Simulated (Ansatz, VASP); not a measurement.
Two plane-wave programs on Bi

```
Bi
1.0
     2.24515    1.29624    3.83884
    -2.24515    1.29624    3.83884
     0.00000   -2.59248    3.83884
Bi
2
Direct
  0.23711 0.23711 0.23711
  0.76289 0.76289 0.76289
```

Alike in both runs: task single point; functional LDA; k mesh 9 × 9 × 9; occupations fermi-dirac, width 0.03 eV; no spin polarisation.

|  | VASP | Ansatz |
| --- | --- | --- |
| version | VASP 6.6.1 | Ansatz 0.2.0 |
| potentials or method | VASP PAW LDA potentials, release 64 (Bi_d) | plane waves (420 eV) with PAW, scalar-relativistic |
| plane-wave cutoff (eV) | 520 | 420 |
| valence electrons in the cell | 30 | 30 |

```tsv
	VASP	Ansatz	Ansatz less VASP
pressure (GPa)	0.1	0.0	-0.09
largest component of the traceless stress (GPa)	0.08	0.06	-0.017
```

Ansatz warned: «pseudo_functional_mismatch».
